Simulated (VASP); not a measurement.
# C (P6_3/mmc) in VASP: a series of runs, part 2 of 2

VASP 6.6.1. Earlier steps stand in the parts before.

## 4. Band structure, SCAN

The COD entry that gives the cell may itself be a prediction, so a difference from it is no test against experiment.

INCAR reads:

```
SYSTEM = C
PREC = Accurate ; ENCUT = 520
EDIFF = 1E-7 ; ISMEAR = -1
SIGMA = 0.05 ; LREAL = .False.
LASPH = .True. ; NELM = 80
ALGO = Normal ; ISIF = 2
LWAVE = .False. ; LCHARG = .False.
METAGGA = SCAN ; LMIXTAU = .True.
```

KPOINTS reads:

```
Automatic mesh
0
Gamma
  12 12 3
  0 0 0
```

POSCAR reads:

```
C
1.0
    2.5221000000      0.0000000000      0.0000000000
   -1.2610500000      2.1842026709      0.0000000000
    0.0000000000      0.0000000000     12.3557000000
C
12
Direct
    0.6666666667      0.3333333333      0.3541700000
    0.3333333333      0.6666666667      0.8541700000
    0.6666666667      0.3333333333      0.1458300000
    0.3333333333      0.6666666667      0.6458300000
    0.6666666667      0.3333333333      0.4791700000
    0.3333333333      0.6666666667      0.9791700000
    0.6666666667      0.3333333333      0.0208300000
    0.3333333333      0.6666666667      0.5208300000
    0.0000000000      0.0000000000      0.8125000000
    0.0000000000      0.0000000000      0.3125000000
    0.0000000000      0.0000000000      0.6875000000
    0.0000000000      0.0000000000      0.1875000000
```

KPOINTS_OPT reads:

```
path GMKGALHA,LM,KH
15
line-mode
reciprocal
 0.0000000000  0.0000000000  0.0000000000  G
 0.5000000000  0.0000000000  0.0000000000  M

 0.5000000000  0.0000000000  0.0000000000  M
 0.3333333333  0.3333333333  0.0000000000  K

 0.3333333333  0.3333333333  0.0000000000  K
 0.0000000000  0.0000000000  0.0000000000  G

 0.0000000000  0.0000000000  0.0000000000  G
 0.0000000000  0.0000000000  0.5000000000  A

 0.0000000000  0.0000000000  0.5000000000  A
 0.5000000000  0.0000000000  0.5000000000  L

 0.5000000000  0.0000000000  0.5000000000  L
 0.3333333333  0.3333333333  0.5000000000  H

 0.3333333333  0.3333333333  0.5000000000  H
 0.0000000000  0.0000000000  0.5000000000  A

 0.5000000000  0.0000000000  0.5000000000  L
 0.5000000000  0.0000000000  0.0000000000  M

 0.3333333333  0.3333333333  0.0000000000  K
 0.3333333333  0.3333333333  0.5000000000  H
```

Command:

```sh
> cat potpaw_PBE.64/C/POTCAR > POTCAR
> mpirun -np 1 vasp_std > vasp.out
```

Wall time 28 min (1 thread of AMD EPYC 7R43 (Zen 3), shared host); peak memory 0.19 GiB.

Results (log left out):

```
Free energy             : -119.9374 eV
Pressure                : -3.9 GPa
Largest force           : 0.342 eV/Å
Band gap on the k mesh  : 4.78 eV, indirect (least direct gap 5.82 eV)
Band gap along the path : 4.75 eV, indirect (least direct gap 5.82 eV)
```

Forces on the atoms (eV/Å):
```
C    0.000  0.000  0.327
C    0.000  0.000  0.327
C    0.000  0.000 -0.327
C    0.000  0.000 -0.327
C    0.000  0.000 -0.023
C    0.000  0.000 -0.023
C    0.000  0.000  0.023
C    0.000  0.000  0.023
C    0.000  0.000  0.342
C    0.000  0.000  0.342
C    0.000  0.000 -0.342
C    0.000  0.000 -0.342
```

Stress tensor (GPa, compression positive):
```
-6.72  0.00  0.00
 0.00 -6.72  0.00
 0.00  0.00  1.88
```

Levels at the corners of the path, in eV from the valence-band top:
```
point  band 21  band 22  band 23  band 24  band 25  band 26  band 27  band 28
    Γ    -1.01    -0.16     0.00     0.00     5.82     5.82     6.20     6.93
    M    -4.20    -4.20    -3.75    -3.00     4.92     5.54     5.71     6.05
    M    -4.20    -4.20    -3.75    -3.00     4.92     5.54     5.71     6.05
    K    -6.23    -4.96    -4.71    -4.71     6.08     6.08     6.76     9.35
    K    -6.23    -4.96    -4.71    -4.71     6.08     6.08     6.76     9.35
    Γ    -1.01    -0.16     0.00     0.00     5.82     5.82     6.20     6.93
    Γ    -1.01    -0.16     0.00     0.00     5.82     5.82     6.20     6.93
    A    -0.34    -0.34    -0.34    -0.34     6.23     6.23     6.23     6.23
    A    -0.34    -0.34    -0.34    -0.34     6.23     6.23     6.23     6.23
    L    -3.90    -3.90    -3.36    -3.36     5.10     5.10     6.36     6.36
    L    -3.90    -3.90    -3.36    -3.36     5.10     5.10     6.36     6.36
    H    -5.50    -5.50    -4.94    -4.94     6.33     6.33     7.65     7.65
    H    -5.50    -5.50    -4.94    -4.94     6.33     6.33     7.65     7.65
    A    -0.34    -0.34    -0.34    -0.34     6.23     6.23     6.23     6.23
    L    -3.90    -3.90    -3.36    -3.36     5.10     5.10     6.36     6.36
    M    -4.20    -4.20    -3.75    -3.00     4.92     5.54     5.71     6.05
    K    -6.23    -4.96    -4.71    -4.71     6.08     6.08     6.76     9.35
    H    -5.50    -5.50    -4.94    -4.94     6.33     6.33     7.65     7.65
```

Caveat: the PAW data sets were made with another functional, which shifts forces and pressure a little. SCAN opens gaps a little over a GGA but as a rule still falls short of measured ones.

## 5. Band structure, rSCAN

INCAR reads:

```
PREC = Accurate ; ENCUT = 520
EDIFF = 1E-7 ; ISMEAR = -1
SIGMA = 0.05 ; LREAL = False
LASPH = True ; NELM = 60
ALGO = Normal ; ISIF = 2
LWAVE = False ; LCHARG = False
METAGGA = RSCAN ; LMIXTAU = True
NBANDS = 36
```

KPOINTS reads:

```
Automatic mesh
0
Gamma
  12 12 3
```

POSCAR is that of step 4.

KPOINTS_OPT is that of step 4.

Command:

```sh
> cat potpaw_PBE.64/C/POTCAR > POTCAR
> mpirun -np 1 vasp_std > vasp.out
```

It took 21 min on 1 thread of AMD EPYC 7R43 (Zen 3), shared host; peak memory 0.21 GiB.

The run converged. Its results:

| Quantity | Value |
| --- | --- |
| Free energy | -122.3197 eV |
| Pressure | -3.1 GPa |
| Largest force | 0.343 eV/Å |
| Band gap on the k mesh | 4.60 eV, indirect (least direct gap 5.53 eV) |
| Band gap along the path | 4.58 eV, indirect (least direct gap 5.53 eV) |

Forces on the atoms (eV/Å):
```
C    0.000  0.000  0.339
C    0.000  0.000  0.339
C    0.000  0.000 -0.339
C    0.000  0.000 -0.339
C    0.000  0.000 -0.029
C    0.000  0.000 -0.029
C    0.000  0.000  0.029
C    0.000  0.000  0.029
C    0.000  0.000  0.343
C    0.000  0.000  0.343
C    0.000  0.000 -0.343
C    0.000  0.000 -0.343
```

Stress tensor (GPa, compression positive):
```
-6.04  0.00  0.00
 0.00 -6.04  0.00
 0.00  0.00  2.66
```

Levels at the corners of the path, in eV from the valence-band top:
```tsv
point	band 21	band 22	band 23	band 24	band 25	band 26	band 27	band 28
Γ	-1.05	-0.16	0.00	0.00	5.53	5.53	5.91	6.67
M	-4.29	-4.29	-3.83	-3.06	4.78	5.39	5.56	5.93
M	-4.29	-4.29	-3.83	-3.06	4.78	5.39	5.56	5.93
K	-6.34	-5.06	-4.81	-4.81	5.96	5.96	6.61	9.24
K	-6.34	-5.06	-4.81	-4.81	5.96	5.96	6.61	9.24
Γ	-1.05	-0.16	0.00	0.00	5.53	5.53	5.91	6.67
Γ	-1.05	-0.16	0.00	0.00	5.53	5.53	5.91	6.67
A	-0.35	-0.35	-0.35	-0.35	5.95	5.95	5.95	5.95
A	-0.35	-0.35	-0.35	-0.35	5.95	5.95	5.95	5.95
L	-3.98	-3.98	-3.43	-3.43	4.96	4.96	6.21	6.21
L	-3.98	-3.98	-3.43	-3.43	4.96	4.96	6.21	6.21
H	-5.60	-5.60	-5.04	-5.04	6.21	6.21	7.51	7.51
H	-5.60	-5.60	-5.04	-5.04	6.21	6.21	7.51	7.51
A	-0.35	-0.35	-0.35	-0.35	5.95	5.95	5.95	5.95
L	-3.98	-3.98	-3.43	-3.43	4.96	4.96	6.21	6.21
M	-4.29	-4.29	-3.83	-3.06	4.78	5.39	5.56	5.93
K	-6.34	-5.06	-4.81	-4.81	5.96	5.96	6.61	9.24
H	-5.60	-5.60	-5.04	-5.04	6.21	6.21	7.51	7.51
```

Caveat: the PAW data sets were made with another functional, which shifts forces and pressure a little.

## 6. Summary

| task | level | potentials or basis | k mesh | smearing | ladder | gap on the mesh (eV) | pressure (GPa) | largest force (eV/Å) |
| --- | --- | --- | --- | --- | --- | --- | --- | --- |
| dielectric tensor | LDA | VASP PAW LDA potentials, release 64 (C) | 12 × 12 × 4 | gaussian 0.02 eV | free | 4.35 | - | - |
| band structure | r2SCAN | VASP PAW PBE potentials, release 64 (C) | 12 × 12 × 3 | fermi-dirac 0.05 eV | - | 4.57 | -1.0 | 0.34 |
| band structure | SCAN | VASP PAW PBE potentials, release 64 (C) | 12 × 12 × 3 | fermi-dirac 0.05 eV | - | 4.78 | -3.9 | 0.34 |
| band structure | rSCAN | VASP PAW PBE potentials, release 64 (C) | 12 × 12 × 3 | fermi-dirac 0.05 eV | - | 4.60 | -3.1 | 0.34 |

Alike in all rows: no spin polarisation; cell as given; cutoff (eV) 520.

Caveats: the PAW data sets were made with another functional, which shifts forces and pressure a little (some runs).

Absolute energies hang on the potentials; compare differences alone.
